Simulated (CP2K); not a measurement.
Runs of CP2K 2026.2 on BaTe. Symmetry: Fm-3m, No. 225, cubic system. The conventional cell has a = 6.820 Å, b = 6.820 Å, c = 6.820 Å, α = 90.00°, β = 90.00°, γ = 90.00°. Ba (site symmetry m-3m) has 6 Te at 3.41 Å as nearest neighbours. Te (site symmetry m-3m) has 6 Ba at 3.41 Å as nearest neighbours. 

| level | potentials or basis | smearing | EPS_DEFAULT | NGRIDS | points a segment of the path (NPOINTS) | bands added on the path | CUTOFF of the grids | gap on the mesh (eV) | pressure (GPa) |
| --- | --- | --- | --- | --- | --- | --- | --- | --- | --- |
| LDA | GTH_POTENTIALS Ba GTH-PADE-q10, Te GTH-PADE-q6; TZVP-MOLOPT-PBE-GTH basis | fermi-dirac 0.1 eV | 1.0E-10 | 5 | 6 | 6 | 450 Ry | (b) | 1.0 |
| r2SCAN | POTENTIAL_UZH Ba GTH-SCAN-q10, Te GTH-SCAN-q6; TZVP-MOLOPT-SCAN-GTH basis | fermi-dirac 0.1 eV | 1.0E-9 | 5 | 8 | 2 | 675 Ry | (a) | 4.7 |
| PBEsol | POTENTIAL_UZH Ba GTH-PBE-q10, Te GTH-PBE-q6; TZVP-MOLOPT-PBE-GTH basis | fermi-dirac 0.0259 eV | 1.0E-9 | 5 | 8 | 6 | 450 Ry | 1.24 | 2.8 |
| TB-mBJ | POTENTIAL_UZH Ba GTH-PBE-q10, Te GTH-PBE-q6; TZVP-MOLOPT-PBE-GTH basis | fermi-dirac 0.05 eV | 1.0E-9 | 4 | 10 | 4 | 675 Ry | 1.54 | - |

Alike in all rows: task band structure; no spin polarisation; cell as given; k mesh 7 × 7 × 7.

**Question.** Fill in the values left out.

**Answer.** (a) 2.05; (b) 1.30.

Caveats: spin-orbit coupling is left out, which moves the levels of the heavy elements; the basis of atomic orbitals isn't converged, which shifts pressures, moduli and gaps; the potentials were made for another functional, which shifts forces and pressure (some runs); this is a model potential without an energy functional, so only levels have meaning (some runs).

A k mesh can miss the band edges, and the runs leave out spin-orbit coupling on Ba, Te.
